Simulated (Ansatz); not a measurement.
## Li: an elastic constant from a strain scan

Computed with DFT PBE, scalar-relativistic, plane waves, PAW in Ansatz 0.2.0. The runs took a 420 eV cutoff, a Γ-centred 20×20×20 mesh and Gaussian smearing (0.15 eV). No spin polarisation. Energies are free energies at this smearing, counted from the undisturbed cell; pressure is positive in compression.

The starting cell (as given, not relaxed at this level; it stands at -0.7 GPa):

```
Li
1.0
    -1.75000    1.75000    1.75000
     1.75000   -1.75000    1.75000
     1.75000    1.75000   -1.75000
Li
1
Direct
  0.00000 0.00000 0.00000
```

The cell is strained by ε times the Voigt pattern (0, 0, 0, 1, 0, 0) (xx, yy, zz, yz, xz, xy; engineering shear) with fractional coordinates fixed. The cell holds 1 atom in V0 = 21.44 Å³. The stress column is τ = (1/V0) dE/dε, got from the stress tensor σ (compression positive) at each point as −det(1 + εP) σ : P(1 + εP)⁻¹, with P the pattern as a tensor.

| ε | ΔE (meV/atom) | τ (GPa) |
| --- | --- | --- |
| -0.0875 | 5.652 | -0.949 |
| -0.0750 | 4.172 | -0.821 |
| -0.0625 | 2.907 | -0.690 |
| -0.0500 | 1.865 | -0.556 |
| -0.0375 | 1.050 | -0.418 |
| -0.0250 | 0.467 | -0.279 |
| -0.0125 | 0.117 | -0.139 |
| 0.0000 | 0.000 | 0.000 |
| 0.0125 | 0.117 | 0.139 |
| 0.0250 | 0.467 | 0.279 |
| 0.0375 | 1.050 | 0.418 |
| 0.0500 | 1.865 | 0.556 |
| 0.0625 | 2.907 | 0.690 |
| 0.0750 | 4.172 | 0.821 |
| 0.0875 | 5.652 | 0.949 |
| 0.1000 | ? | ? |

Which combination of elastic constants does this scan measure, and how large is it?

For small ε, τ = τ0 + Kε with K = pᵀCp, which for this pattern is C44 in the cubic axes. The parabola through τ at ε = -0.0125, 0 and 0.0125 has slope K = 11.2 GPa at zero. The energies per cell, E = NΔE, of the same two points give K = 2[E(ε₊)/ε₊ − E(ε₋)/ε₋]/[(ε₊ − ε₋)V0] = 11.2 GPa, in agreement. The start is under stress, which shifts K from the elastic constant by about the size of that stress.

Predict the withheld row at ε = 0.1000 from the harmonic law, and compare.

ΔE = V0(τ0 ε + Kε²/2)/N = 7.466 meV/atom and τ = 1.12 GPa. The calculation gives 7.347 meV/atom and 1.08 GPa, a miss of 1.6 % of the harmonic energy, so the harmonic law still holds here.

In a metal these slopes depend on the k mesh and the smearing.